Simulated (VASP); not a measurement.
Crystal: BeTe.

```xyz
2
Lattice="0.0000 2.7700 2.7700 2.7700 0.0000 2.7700 2.7700 2.7700 0.0000" Properties=species:S:1:pos:R:3 pbc="T T T"
Be    0.0000    0.0000    0.0000
Te    1.3850    1.3850    1.3850
```

| Quantity | Value |
| --- | --- |
| Program | VASP 6.6.1 |
| Task | relaxation of cell and atoms |
| Functional | PBE |
| Potentials or basis | VASP PAW PBE potentials, release 64 (Be, Te) |
| Cutoff | 300 eV |
| k mesh | 4 × 4 × 4 |
| Occupations | gaussian, width 0.03 eV |
| Spin | no spin polarisation |

At the start: pressure 5.0 GPa; volume 21.25 Å³/atom.

**Question.** How do energy, volume and symmetry change on relaxing?

**Answer.** Over 3 steps the energy falls by 24.6 meV/atom and the volume is 22.94 Å³/atom (+7.9 %); space group F-43m (No. 216, to 0.05 Å).

The path:
| step | energy change (eV) | largest force (eV/Å) | pressure (GPa) | volume (Å³) |
| --- | --- | --- | --- | --- |
| 1 | 0.0000 | 0.0000 | 4.98 | 42.51 |
| 2 | -0.0467 | 0.0000 | -0.95 | 46.70 |
| 3 | -0.0492 | 0.0000 | 0.00 | 45.87 |

Final structure:
```
CELL_PARAMETERS angstrom
0.00000 2.84124 2.84124
2.84124 0.00000 2.84124
2.84124 2.84124 0.00000
ATOMIC_POSITIONS crystal
Be 0.00000 0.00000 0.00000
Te 0.25000 0.25000 0.25000
```

Caveat: the k mesh is coarse (spacing up to 0.49 Å⁻¹), so the values aren't converged; the cutoff is under 1.25 times the usual one of these potentials, so pressure, stress and relaxed cells hold a basis-set (Pulay) error.
